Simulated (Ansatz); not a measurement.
# CdS (CsCl type): a single-point run

Aim: a sound single-point run of CdS (CsCl type). The structure is shown as the input types it.

Method: DFT, PBE, all-electron LAPW, scalar-relativistic, in Ansatz 0.2.0.

## Step 1: The starting structure

The structure is cubic, space group Pm-3m (No. 221). The conventional cell has a = 2.742 Å, b = 2.742 Å, c = 2.742 Å, α = 90.00°, β = 90.00°, γ = 90.00°. Cd (site symmetry m-3m) is surrounded by 8 S at 2.37 Å. S (site symmetry m-3m) has 8 Cd at 2.37 Å in its first shell of neighbours.

As a file:

```
Cd S
1.0
     2.74229    0.00000    0.00000
     0.00000    2.74229    0.00000
     0.00000    0.00000    2.74229
Cd S
1 1
Direct
  0.00000 0.00000 0.00000
  0.50000 0.50000 0.50000
```

## Step 2: Running it

Input file input.yaml:

```yaml
crystal:
  lattice:
    - [2.7422938594, 0.0, 0.0]
    - [0.0, 2.7422938594, 0.0]
    - [0.0, 0.0, 2.7422938594]
  atoms:
    - { symbol: Cd, position: [0.0, 0.0, 0.0] }
    - { symbol: S, position: [0.5, 0.5, 0.5] }
kpoints:
  mp_grid: { grid: [14, 14, 14] }
scf:
  occupations: { method: fermi_dirac, width: 0.05 }
  convergence: { dr2_threshold: 1.0e-16 }
  max_iter: 60
hamiltonian:
  xc: pbe
  pseudopotentials: { kind: all_electron, lapw: { basis_error: 0.001 } }
output:
  forces: true
  stress: true
  eigenvalues: true
  populations: true
```

On the command line:

```bash
ansatz run input.yaml --threads 1 --pin off --max-ram 2048MiB --backend cpu --events-out ev --progress --plain --runs-dir out
```

What happens when this is run?

The program finished normally. It gives a pressure of 208 GPa, which is large; a structure far from rest gives such values too, whatever the setting.

Look at the input: scf.convergence.dr2_threshold is 1.0e-16. The risk: threshold needlessly tight. Once met, so tight a threshold does no harm; it costs cycles.

The test: delete scf.convergence.dr2_threshold (the default then holds).
